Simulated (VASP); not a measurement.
Crystal: Sn.

```
Sn
1.0
    -1.72654    1.77555    2.33834
     1.72654   -1.77555    2.33834
     1.72654    1.77555   -2.33834
Sn
1
Direct
  0.00000 0.00000 0.00000
```

This isn't the form of Sn at room conditions, which is tetragonal (white tin).

| Property | Result |
| --- | --- |
| Program | VASP 6.6.1 |
| Task | relaxation of cell and atoms |
| Functional | LDA |
| Potentials or basis | VASP PAW LDA potentials, release 64 (Sn_d) |
| Cutoff | 600 eV |
| k mesh | 16 × 16 × 16 |
| Occupations | gaussian, width 0.1 eV |
| Spin | no spin polarisation |

At the start: pressure -4.7 GPa; volume 28.67 Å³/atom.

Where does the relaxation end?

Over 23 steps the energy falls by 50.3 meV/atom and the volume is 25.76 Å³/atom (-10.1 %); space group I4/mmm (No. 139, to 0.05 Å).

Step by step:
```csv
step,energy change (eV),largest force (eV/Å),pressure (GPa),volume (Å³)
1,0.0000,0.0000,-4.73,28.67
2,-0.0440,0.0000,1.29,25.30
3,-0.0461,0.0000,-0.03,25.83
4,-0.0461,0.0000,0.15,25.78
5,-0.0464,0.0000,0.14,25.77
6,-0.0470,0.0000,0.18,25.76
7,-0.0470,0.0000,0.19,25.75
8,-0.0471,0.0000,-0.17,25.94
9,-0.0471,0.0000,-0.24,25.90
10,-0.0471,0.0000,-0.13,25.86
11,-0.0474,0.0000,-0.07,25.86
12,-0.0481,0.0000,-0.12,25.87
13,-0.0499,0.0000,-0.17,25.86
14,-0.0488,0.0000,-0.34,25.77
15,-0.0500,0.0000,-0.23,25.83
16,-0.0501,0.0000,-0.20,25.85
17,-0.0499,0.0000,0.51,25.51
18,-0.0502,0.0000,0.11,25.70
19,-0.0502,0.0000,0.09,25.71
20,-0.0503,0.0000,0.00,25.74
21,-0.0503,0.0000,0.03,25.73
22,-0.0503,0.0000,0.02,25.73
23,-0.0503,0.0000,0.02,25.76
```

Final structure:
```cif
data_structure
_symmetry_space_group_name_H-M 'P 1'
_symmetry_Int_Tables_number 1
_cell_length_a 3.2493
_cell_length_b 3.2493
_cell_length_c 3.2493
_cell_angle_alpha 114.956
_cell_angle_beta 114.938
_cell_angle_gamma 99.000
_cell_volume 25.76
loop_
_atom_site_label
_atom_site_type_symbol
_atom_site_fract_x
_atom_site_fract_y
_atom_site_fract_z
_atom_site_occupancy
Sn1 Sn 0.00000 0.00000 0.00000 1
```
